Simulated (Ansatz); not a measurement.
# Pd and the effect of the functional

It takes space group Fm-3m (No. 225, cubic). The conventional cell has a = 3.893 Å, b = 3.893 Å, c = 3.893 Å, α = 90.00°, β = 90.00°, γ = 90.00°. Pd (site symmetry m-3m) is surrounded by 12 Pd at 2.75 Å.

Kept alike: task band structure; k mesh 12 × 12 × 12; occupations fermi-dirac, width 0.05 eV; no spin polarisation. Program: Ansatz, all-electron LAPW, scalar-relativistic. The mesh is that of the run's cell of 1 atom. No spin-orbit coupling.

| functional | pressure (GPa) |
| --- | --- |
| LDA | -8.71 |
| PBE | 6.85 |
| PBEsol | -2.96 |

Pressure is positive in compression. For a metal such a mesh leaves the last digits unconverged.

Problem. What does the functional change here?

Solution. The pressure runs from -8.71 (LDA) to 6.85 GPa (PBE). From PBE: LDA -15.56; PBEsol -9.81. A positive pressure means that the functional's own cell is larger than the one given, a negative one that it is smaller.
